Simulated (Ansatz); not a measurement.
Reactions of `CBN([SiH3])[SiH3]`.

Computed with Ansatz on PBE0-D4/def2-TZVP structures; ΔE is electronic, products minus reactants. CBS: MP2 limit from def2 TZ/QZ plus the TZ coupled-cluster correction, frozen cores. This one scheme is used for every species. Double bonds are as drawn, so ΔE can hold a change between cis and trans. Functionals use def2-TZVPP. Triplets are unrestricted, without spin–orbit coupling. Elements past krypton have def2 core potentials. For Sn outer-core shells are correlated without core-valence functions, which leaves a few kJ/mol of doubt a bond. Each species was taken in one conformer, which may not be the lowest.

```
                                                                   reaction  ωB97M-V (kJ/mol)  CCSD/CBS(def2) (kJ/mol)  HF/CBS(def2) (kJ/mol)  MP2/CBS(def2) (kJ/mol)
          `CBN([SiH3])[SiH3]` + `O[SiH2]F` → `CBO[SiH2]F` + `[SiH3]N[SiH3]`               -21                      -23                    -44                     -16
                      `CBN([SiH3])[SiH3]` + H₂O → `OBN([SiH3])[SiH3]` + CH₄              -141                     -136                   -154                    -135
               `CBN([SiH3])[SiH3]` → `BN([SiH3])[SiH3]` + `[CH2]` (triplet)               481                      466                    323                     491
`CBN([SiH3])[SiH3]` + `N=[CH][SnH3]` → `[SiH3]/N=[CH]\[SnH3]` + `CBN[SiH3]`                 4                        5                      4                       4
            `CBN([SiH3])[SiH3]` + `N=C(F)F` → `FC(F)=N[SiH3]` + `CBN[SiH3]`               -14                      -12                    -23                     -13
                `CBN([SiH3])[SiH3]` + `OBOCF` → `FCOBO[SiH3]` + `CBN[SiH3]`               -48                      -51                    -68                     -47
          `CBN([SiH3])[SiH3]` + `O[SiH2]S` → `O[SiH2]S[SiH3]` + `CBN[SiH3]`               -25                      -23                    -21                     -26
                        `CBN([SiH3])[SiH3]` + H–F → `CBF` + `[SiH3]N[SiH3]`               -37                      -33                    -65                     -24
        `CBN([SiH3])[SiH3]` + `N=C(N)O` → `C/N=C(\N)O` + `BN([SiH3])[SiH3]`                61                       60                     53                      61
                               `CBN([SiH3])[SiH3]` → `CBN[SiH3]` + `[SiH2]`               267                      269                    256                     297
```

**Question.** Give the CCSD(T)/CBS values in the same order. (Estimate.)

**Answer.** Ansatz gave: -19, -134, 477, 5, -11, -48, -23, -28, 60, 274 kJ/mol.

Largest T1 diagnostic: 0.015, for `[SiH3]/N=[CH]\[SnH3]`.
